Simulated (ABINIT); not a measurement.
# TiO2: band structure with r2SCAN

**Experimental background.**

From “Shallow Valence Band of Rutile GeO2 and P-type Doping”, 2020, arxiv:2011.08928, for a bulk crystal of TiO2 at 1.6 K: band gap 3.03 eV (direct).

Crystal: TiO2.

```
CELL_PARAMETERS angstrom
4.59984 0.00000 0.00000
0.00000 4.59984 0.00000
0.00000 0.00000 2.95921
ATOMIC_POSITIONS crystal
Ti 0.00000 0.00000 0.50000
Ti 0.50000 0.50000 0.00000
O 0.30432 0.30432 0.50000
O 0.19568 0.80432 0.00000
O 0.80432 0.19568 0.00000
O 0.69568 0.69568 0.50000
```

The cell is a database's computed one.

```
Program             : ABINIT 10.8.3 (patched build)
Task                : band structure
Functional          : r2SCAN
Potentials or basis : JTH PAW PBE v2.0
Cutoff              : 762 eV
k mesh              : 5 × 5 × 8
Occupations         : fermi-dirac, width 0.05 eV
Spin                : no spin polarisation
Fine-grid cutoff    : 1360.57 eV
```

The pressure is 0.1 GPa. The largest force is 0.037 eV/Å, the band gap on the k mesh is 2.20 eV, direct and the band gap along the path is 2.20 eV, direct.

Forces in eV/Å, atoms in the order of the input:
```
Ti   0.000  0.000  0.000
Ti   0.000  0.000  0.000
O    0.026  0.026  0.000
O   -0.026  0.026  0.000
O    0.026 -0.026  0.000
O   -0.026 -0.026  0.000
```

Stress tensor (GPa, compression positive):
```
 0.17  0.00  0.00
 0.00  0.17  0.00
 0.00  0.00 -0.16
```

Levels at the corners of the path, in eV from the valence-band top:
| point | band 22 | band 23 | band 24 | band 25 | band 26 | band 27 |
| --- | --- | --- | --- | --- | --- | --- |
| Γ | -0.48 | -0.48 | 0.00 | 2.20 | 2.51 | 2.74 |
| X | -1.69 | -0.77 | -0.77 | 2.88 | 2.88 | 3.37 |
| M | -1.37 | -1.11 | -1.11 | 2.23 | 2.23 | 2.86 |
| Γ | -0.48 | -0.48 | 0.00 | 2.20 | 2.51 | 2.74 |
| Z | -2.40 | -1.47 | -1.47 | 3.30 | 3.30 | 3.54 |
| R | -2.07 | -1.08 | -1.08 | 2.26 | 2.26 | 3.57 |
| A | -1.32 | -0.70 | -0.70 | 2.93 | 2.93 | 3.55 |
| Z | -2.40 | -1.47 | -1.47 | 3.30 | 3.30 | 3.54 |

Wall time 19 min on 1 thread of Intel(R) Xeon(R) Platinum 8375C CPU @ 2.90GHz (Ice Lake), on a shared host, peak memory 0.24 GiB.

A measured gap of TiO2 is 3.03 eV (direct; 1.6 K; quoted in “Shallow Valence Band of Rutile GeO2 and P-type Doping”, 2020, arxiv:2011.08928); the calculated 2.20 eV misses it by -0.83 eV. 2 values of this kind are on record in papers (3.03 to 3.05 eV); this one was drawn at random among those near their median. The value is that of r2SCAN, without temperature or zero-point motion. The cell is a database's relaxed one, not the measured one, which moves gaps too.

Caveat: the PAW data sets were made with another functional, which shifts forces and pressure a little; the atomic spheres overlap.
